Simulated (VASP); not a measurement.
# HgTe in VASP: reference runs

Reference runs on HgTe: the cell as given.

Program: VASP 6.6.1. These are calculated values, not measurements. Logs are shortened: lines on timing, memory, paths and dates and some standing lists are left out, and cuts for length are marked.

### 1 The undisturbed slab

The cell holds a slab with vacuum, 6 atoms: a = 4.559 Å, b = 4.559 Å, c = 23.375 Å, α = 90.00°, β = 90.00°, γ = 120.00°.

### 2 Single point, PBE (the (1 1 1) slab of HgTe, cut from the database cell, not relaxed)

File INCAR:

```
SYSTEM = HgTe
ALGO = Normal
DIPOL = 0.5 0.5 0.500
EDIFF = 1E-7
ENCUT = 520
GGA = PE
IDIPOL = 3
ISIF = 2
ISMEAR = -1
LASPH = .True.
LCHARG = .False.
LDIPOL = .True.
LREAL = .False.
LWAVE = .False.
NBANDS = 36
NELM = 80
PREC = Accurate
SIGMA = 0.05
```

File KPOINTS:

```
k-points
0
Gamma
  7 7 1
  0 0 0
```

File POSCAR:

```
HgTe
1.0
    4.5587174183      0.0000000000      0.0000000000
   -2.2793587092      3.9479650929      0.0000000000
    0.0000000000      0.0000000000     23.3748986673
Te Hg
3 3
Direct
    0.0000000000      0.0000000000      0.3208570059
    0.3333333333      0.6666666667      0.4800952229
    0.6666666667      0.3333333333      0.6393334398
    0.3333333333      0.6666666667      0.3606665602
    0.6666666667      0.3333333333      0.5199047771
    0.0000000000      0.0000000000      0.6791429941
```

Potentials or basis: VASP PAW PBE potentials, release 64 (Te, Hg).

Started as:

```console
cat potpaw_PBE.64/Te/POTCAR potpaw_PBE.64/Hg/POTCAR > POTCAR
mpirun -np 1 vasp_std > vasp.out
```

OUTCAR:

```text
SYSTEM = HgTe
   EDIFF = 1E-7
   ENCUT = 520
   GGA = PE
   ISIF = 2
   ISMEAR = -1
   LASPH = .True.
   LREAL = .False.
   NELM = 80
   PREC = Accurate

 ion  position               nearest neighbor table
   1  0.000  0.000  0.321-   4 2.79   4 2.79   4 2.79
   2  0.333  0.667  0.480-   5 2.79   5 2.79   4 2.79   5 2.79
   3  0.667  0.333  0.639-   5 2.79   6 2.79   6 2.79   6 2.79
   4  0.333  0.667  0.361-   2 2.79   1 2.79   1 2.79   1 2.79
   5  0.667  0.333  0.520-   2 2.79   2 2.79   3 2.79   2 2.79
   6  0.000  0.000  0.679-   3 2.79   3 2.79   3 2.79

  LATTYP: Found a hexagonal cell.
 ALAT       =     4.5587174183
 C/A-ratio  =     5.1275164750

  Lattice vectors:

 A1 = (   4.5587174183,   0.0000000000,   0.0000000000)
 A2 = (  -2.2793587092,   3.9479650929,   0.0000000000)
 A3 = (   0.0000000000,   0.0000000000,  23.3748986673)

Analysis of symmetry for initial positions (statically):
=====================================================================
 Subroutine PRICEL returns:
 Original cell was already a primitive cell.

 Routine SETGRP: Setting up the symmetry group for a
 hexagonal supercell.

 Subroutine GETGRP returns: Found  6 space group operations
 (whereof  6 operations were pure point group operations)
 out of a pool of 24 trial point group operations.

The static configuration has the point symmetry C_3v.

Analysis of symmetry for dynamics (positions and initial velocities):
=====================================================================
 Subroutine PRICEL returns:
 Original cell was already a primitive cell.

 Routine SETGRP: Setting up the symmetry group for a
 hexagonal supercell.

 Subroutine GETGRP returns: Found  6 space group operations
 (whereof  6 operations were pure point group operations)
 out of a pool of 24 trial point group operations.

The dynamic configuration has the point symmetry C_3v.

 Subroutine INISYM returns: Found  6 space group operations
 (whereof  6 operations are pure point group operations),
 and found     1 'primitive' translations

----------------------------------------------------------------------------------------

                                     Primitive cell

  volume of cell :     420.6934

  direct lattice vectors                    reciprocal lattice vectors
[... 84 lines left out ...]
   ISIF   =      2    stress and relaxation
   ISYM   =      2    0-nonsym 1-usesym 2-fastsym
   POTIM  = 0.5000    time-step for ionic-motion
   TEBEG  =    0.0;   TEEND  =   0.0 temperature during run
   PSTRESS=    0.0 pullay stress
   NELECT =      54.0000    total number of electrons
   NUPDOWN=      -1.0000    fix difference up-down
   EMIN   =  10.00;   EMAX   =-10.00  energy-range for DOS
   EFERMI =   0.00;   METHOD = LEGACY
   ISMEAR =    -1;   SIGMA  =   0.05  broadening in eV -4-tet -1-fermi 0-gaus
   EFERMI_NEDOS =   21; number of points for ismear=-14 and -15
   IALGO  =     38    algorithm
   IMIX   =      4    mixing-type and parameters
     AMIX     =   0.40;   BMIX     =  1.00
     AMIX_MAG =   1.60;   BMIX_MAG =  1.00
  volume/ion in A,a.u.               =      70.12       473.16
  Fermi-wavevector in a.u.,A,eV,Ry     =   0.825818  1.560569  9.278831  0.681975
  Thomas-Fermi vector in A             =   1.937742
   LORBIT       =      0    0 simple, 1 ext, 2 COOP (PROOUT), +10 PAW based schemes
   GGA     = PE    functional components
   LHFCALC =     F    Hartree Fock is set to
   AEXX    =    0.0000 exact exchange contribution
   IVDW    =     0    specifies the selected vdW correction
   LEPSILON=     F    determine dielectric tensor
   LRPA    =     F    only Hartree local field effects (RPA)
 non-spin polarized calculation
  energy-cutoff  :      520.00
  volume of cell :      420.69
 maximum number of plane-waves:     11421
 NGX is ok and might be reduce to    36
   NGX = 17   NGY = 17   NGZ = 87

 dipolmoment           0.000000      0.000000      0.001376 electrons x Angstroem

 number of electron      54.0000008 magnetization

 dipolmoment           0.000000      0.000000     -0.209886 electrons x Angstroem

 Free energy of the ion-electron system (eV)
  ---------------------------------------------------
  ext. energy  EPLUGINS =         0.00000000
  ---------------------------------------------------
  free energy    TOTEN  =        -9.84161341 eV

  energy without entropy =       -9.81947566  energy(sigma->0) =       -9.83054454

 E-fermi :  -0.7071     XC(G=0):  -4.7254

 val. band max:       -0.7477061987   @ k =   0.0000   0.0000   0.0000
 cond. band min:      -0.6776563055   @ k =   0.4286   0.0000   0.0000
 fundamental gap:      0.0700498933
 Fermi energy:        -0.7071410722

 k-point     1 :       0.0000    0.0000    0.0000
  band No.  band energies     occupation
      1     -13.3142      2.00000
      2     -12.6956      2.00000
      3     -11.6074      2.00000
      4      -8.7234      2.00000
      5      -8.7234      2.00000
      6      -8.5345      2.00000
[... 301 lines left out ...]
     35       4.2410      0.00000
     36       4.9444      0.00000

------------------------ aborting loop because EDIFF is reached ----------------------------------------

 vacuum level on the upper side and lower side of the slab       (xc-potential included)        -1.187         0.885

  FORCE on cell =-STRESS in cart. coord.  units (eV):
  Direction    XX          YY          ZZ          XY          YZ          ZX
  --------------------------------------------------------------------------------------
  -------------------------------------------------------------------------------------
  Total        3.9610706      3.9610706      4.5952500     -0.0000000      0.0000000     -0.0000000
  in kB       15.0854215     15.0854215     17.5006432     -0.0000000      0.0000000     -0.0000000
  external PRESSURE =      15.8904954 kB  Pullay stress =       0.0000000 kB

 VOLUME and BASIS-vectors are now :
 -----------------------------------------------------------------------------
  energy-cutoff  :      520.00
  volume of cell :      420.69
      direct lattice vectors                 reciprocal lattice vectors
     4.558717418  0.000000000  0.000000000     0.219359945  0.126647523  0.000000000
    -2.279358709  3.947965093  0.000000000     0.000000000  0.253295046  0.000000000
     0.000000000  0.000000000 23.374898667     0.000000000  0.000000000  0.042780934

 POSITION                                       TOTAL-FORCE (eV/Angst)
 -----------------------------------------------------------------------------------
      0.00000      0.00000      7.50000        -0.000000     -0.000000     -0.240463
     -0.00000      2.63198     11.22218        -0.000000     -0.000000      0.464002
      2.27936      1.31599     14.94435        -0.000000     -0.000000      0.883787
     -0.00000      2.63198      8.43054         0.000000      0.000000     -0.532261
      2.27936      1.31599     12.15272         0.000000      0.000000     -0.442139
      0.00000      0.00000     15.87490        -0.000000     -0.000000     -0.132927
 -----------------------------------------------------------------------------------
    total drift:                                0.000000      0.000000     -0.000500

  FREE ENERGIE OF THE ION-ELECTRON SYSTEM (eV)
  ---------------------------------------------------
  free  energy   TOTEN  =        -9.8416134143 eV

  energy  without entropy=       -9.8194756627  energy(sigma->0) =       -9.83054454

 vacuum level on the upper side and lower side of the slab         2.548         4.658
```

OSZICAR:

```text
N       E                     dE             d eps       ncg     rms          rms(c)
DAV:   1     0.379202869811E+03    0.37920E+03   -0.20519E+04   576   0.118E+03
DAV:   2     0.181728298685E+02   -0.36103E+03   -0.34649E+03   688   0.259E+02
DAV:   3    -0.103369153516E+02   -0.28510E+02   -0.28317E+02   720   0.729E+01
[... 26 lines left out ...]
DAV:  30    -0.984161174809E+01   -0.27256E-05   -0.10689E-06   508   0.377E-03    0.146E-03
DAV:  31    -0.984161218482E+01   -0.43673E-06   -0.77442E-08   512   0.141E-03    0.161E-03
DAV:  32    -0.984161284414E+01   -0.65932E-06   -0.12131E-07   432   0.153E-03    0.255E-03
DAV:  33    -0.984161334962E+01   -0.50548E-06   -0.24300E-08   488   0.510E-04    0.242E-03
DAV:  34    -0.984161341426E+01   -0.64641E-07   -0.10064E-07   484   0.149E-03
   1 F= -.98416134E+01 E0= -.98305445E+01  d E =-.221378E-01
```

It took 4.2 min on 1 thread of Intel Xeon 6975P-C (Granite Rapids), shared host; peak memory 0.55 GiB.

What came out:

- Free energy: -9.8416 eV
- Largest force: 0.884 eV/Å
- Band gap on the k mesh: none (metal or under the smearing width)

Forces on the atoms (eV/Å):
```
Te   0.000  0.000 -0.240
Te   0.000  0.000  0.464
Te   0.000  0.000  0.884
Hg   0.000  0.000 -0.532
Hg   0.000  0.000 -0.442
Hg   0.000  0.000 -0.133
```
